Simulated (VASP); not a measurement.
# PbTe: relaxation with set parts of the cell free

PbTe, P1 (no. 1), 2 atoms in the cell. PBE, constrained relaxation; PAW potentials Pb_d, Te (PBE set).

Free to move: atoms.

## Input

INCAR.step1:
```
  ALGO = Normal
  EDIFF = 1E-6
  EDIFFG = -0.01
  ENCUT = 350
  IBRION = 2
  ISIF = 2
  ISMEAR = 0
  KPAR = 4
  LASPH = T
  LCHARG = F
  LREAL = F
  LWAVE = F
  NELM = 100
  NSW = 60
  POTIM = 0.5
  PREC = Accurate
  SIGMA = 0.05
```

INCAR.step3, as INCAR.step1 but for:
```
- EDIFFG = -0.01
- IBRION = 2
- NSW = 60
- POTIM = 0.5
+ NSW = 0
```

KPOINTS:
```
k-points
0
Gamma
  4 4 4
```

POSCAR.step1:
```
TePb
1.0
    4.0161180000     -0.0096360000     -0.0041330000
   -0.0096360000      4.0385220000      0.0205620000
   -0.0041330000      0.0205620000      4.0168780000
Pb Te
1 1
Direct
    0.0095140000     -0.0004830000     -0.0006690000
    0.4904860000      0.5004830000      0.5006690000
```

POSCAR.step3:
```
TePb
1.0
    4.0161180000     -0.0096360000     -0.0041330000
   -0.0096360000      4.0385220000      0.0205620000
   -0.0041330000      0.0205620000      4.0168780000
Pb Te
1 1
Direct
    0.0273564683      0.9665870877      0.9722280171
    0.4726435317      0.5334129123      0.5277719829
```

Commands (each step's output is kept before the next begins):
```
cat potpaw_PBE.64/Pb_d/POTCAR potpaw_PBE.64/Te/POTCAR > POTCAR
cp INCAR.step1 INCAR
cp POSCAR.step1 POSCAR
mpirun -np 4 vasp_std > vasp.out
cp CONTCAR POSCAR
mpirun -np 4 vasp_std > vasp.out
cp CONTCAR POSCAR
cp INCAR.step3 INCAR
cp POSCAR.step3 POSCAR
mpirun -np 4 vasp_std > vasp.out
```

## Result

- In-plane lengths a, b (Å): 4.0161, 4.0386
- Volume (Å³/atom): 32.574
- Cell lengths a, b, c (Å): 4.0161, 4.0386, 4.0169
- Cell angles (degrees): 89.42, 90.12, 90.27
- Pressure in a fresh run at the final cell (GPa): 1.26
- Pressure printed at the end of the relaxation (GPa): 1.26
- Volume after each relaxation (Å³/atom): 32.574, 32.574
- Ionic steps of each relaxation: 28, 1
- Ionic steps, all stages: 30
- Electronic steps, all stages: 183

Limits: the start was distorted on purpose (random strain, atoms moved at random), so the space group given is the start's and not the crystal's.

VASP 6.6.1 took 85 s on 4 cores (Intel Xeon Platinum 8488C (Sapphire Rapids)), a shared host.
